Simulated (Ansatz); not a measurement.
# SiC: the cost of one run

Program: Ansatz 0.2.0. Level of theory: DFT r2SCAN, scalar-relativistic, plane waves, PAW. These are calculated values, not measurements.

2 further runs of the same task are left out: 2 set aside as unsound or not needed.

## Step 1: The structure to begin with

Symmetry: P4/nmm, No. 129, tetragonal system. The conventional cell has a = 3.219 Å, b = 3.219 Å, c = 4.068 Å, α = 90.00°, β = 90.00°, γ = 90.00°. Si (site symmetry 4mm) is surrounded by 4 C at 1.87 Å. C (site symmetry -4m2) is surrounded by 4 Si at 1.87 Å.

As a file:

```
CELL_PARAMETERS angstrom
3.21921 0.00000 0.00000
0.00000 3.21921 0.00000
0.00000 0.00000 4.06775
ATOMIC_POSITIONS crystal
Si 0.00000 0.50000 0.23510
Si 0.50000 0.00000 0.76490
C 0.00000 0.00000 0.00000
C 0.50000 0.50000 0.00000
```

(A quick probe on a coarse mesh, which set the mesh and smearing, is not shown.)

## Step 3: Coarse relaxation

input.yaml reads:

```yaml
crystal:
  lattice:
    - [3.219206463, 0.0, 0.0]
    - [0.0, 3.219206463, 0.0]
    - [0.0, 0.0, 4.067747297]
  atoms:
    - { symbol: Si, position: [0.0, 0.5, 0.2351] }
    - { symbol: Si, position: [0.5, 0.0, 0.7649] }
    - { symbol: C, position: [0.0, 0.0, 0.0] }
    - { symbol: C, position: [0.5, 0.5, 0.0] }
basis:
  ecutwfc: 500
kpoints:
  mp_grid: { grid: [6, 6, 4] }
hamiltonian:
  xc: r2scan
scf:
  occupations: { method: gaussian, width: 0.1 }
  lower_state_search: "off"
output:
  forces: true
  stress: true
  eigenvalues: true
relax:
  adjacent_minimum: "off"
  f_tol: 0.04
  max_steps: 70
  cell: { stress_tol: 0.4 }
```

Started as:

```sh
> ansatz run input.yaml --threads 1 --pin off --max-ram 3072MiB --backend cpu --events-out ev --progress --plain --runs-dir out
```

**Question.** How long does this run take on 1 thread of Arm Neoverse V2, shared host, and how much memory does it need?

About 31 s, with a peak of 0.4 GiB.
